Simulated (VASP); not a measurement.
The system is GeSe.

```xyz
8
Lattice="10.7900 0.0000 0.0000 0.0000 3.8200 0.0000 0.0000 0.0000 4.3800" Properties=species:S:1:pos:R:3 pbc="T T T"
Ge    1.3056    2.8650    3.9157
Ge    6.7006    2.8650    2.6543
Ge    4.0894    0.9550    1.7257
Ge    9.4844    0.9550    0.4643
Se    9.1931    2.8650    2.1769
Se    3.7981    2.8650    0.0131
Se    6.9919    0.9550    4.3669
Se    1.5969    0.9550    2.2031
```

| Item | Value |
| --- | --- |
| Program | VASP 6.6.1 |
| Task | relaxation of cell and atoms |
| Functional | PBE |
| Dispersion | D3(BJ) |
| Potentials or basis | VASP PAW PBE potentials, release 64 (Ge_d, Se) |
| Cutoff | 600 eV |
| k mesh | 4 × 8 × 6 |
| Occupations | gaussian, width 0.03 eV |
| Spin | no spin polarisation |

At the start: pressure 3.3 GPa; volume 22.57 Å³/atom.

**Question.** How do energy, volume and symmetry change on relaxing?

**Answer.** Over 25 steps the energy falls by 11.7 meV/atom and the volume is 23.52 Å³/atom (+4.2 %); space group Pnma (No. 62, to 0.05 Å).

The path:
```csv
step,energy change (eV),largest force (eV/Å),pressure (GPa),volume (Å³)
1,0.0000,0.2543,3.31,180.53
2,-0.0416,0.2877,-2.39,193.00
3,-0.0841,0.1310,-0.08,187.88
4,-0.0841,0.1262,-0.02,187.73
5,-0.0878,0.0880,0.00,187.88
6,-0.0900,0.0458,0.02,188.07
7,-0.0901,0.0431,0.06,188.10
8,-0.0912,0.0347,-0.05,188.44
9,-0.0912,0.0360,-0.21,188.86
10,-0.0914,0.0347,-0.19,188.67
11,-0.0920,0.0429,0.00,188.33
12,-0.0921,0.0472,0.14,188.14
13,-0.0926,0.0377,0.09,188.16
14,-0.0932,0.0185,0.04,188.20
15,-0.0934,0.0170,-0.06,188.33
16,-0.0934,0.0168,-0.04,188.37
17,-0.0934,0.0168,-0.09,188.43
18,-0.0935,0.0168,-0.04,188.34
19,-0.0936,0.0184,0.02,188.17
20,-0.0936,0.0183,0.11,188.14
21,-0.0936,0.0183,-0.02,188.16
22,-0.0936,0.0183,0.06,188.15
23,-0.0937,0.0132,0.01,188.18
24,-0.0937,0.0124,-0.02,188.22
25,-0.0938,0.0096,0.01,188.18
```

Final structure:
```yaml
crystal:
  lattice:
    - [10.95973, 0.00000, 0.00000]
    - [0.00000, 3.88180, 0.00000]
    - [0.00000, 0.00000, 4.42316]
  atoms:
    - { symbol: Ge, position: [0.12293, 0.75000, 0.89010] }
    - { symbol: Ge, position: [0.62293, 0.75000, 0.60990] }
    - { symbol: Ge, position: [0.37707, 0.25000, 0.39010] }
    - { symbol: Ge, position: [0.87707, 0.25000, 0.10990] }
    - { symbol: Se, position: [0.85450, 0.75000, 0.49865] }
    - { symbol: Se, position: [0.35450, 0.75000, 0.00135] }
    - { symbol: Se, position: [0.64550, 0.25000, 0.99865] }
    - { symbol: Se, position: [0.14550, 0.25000, 0.50135] }
```
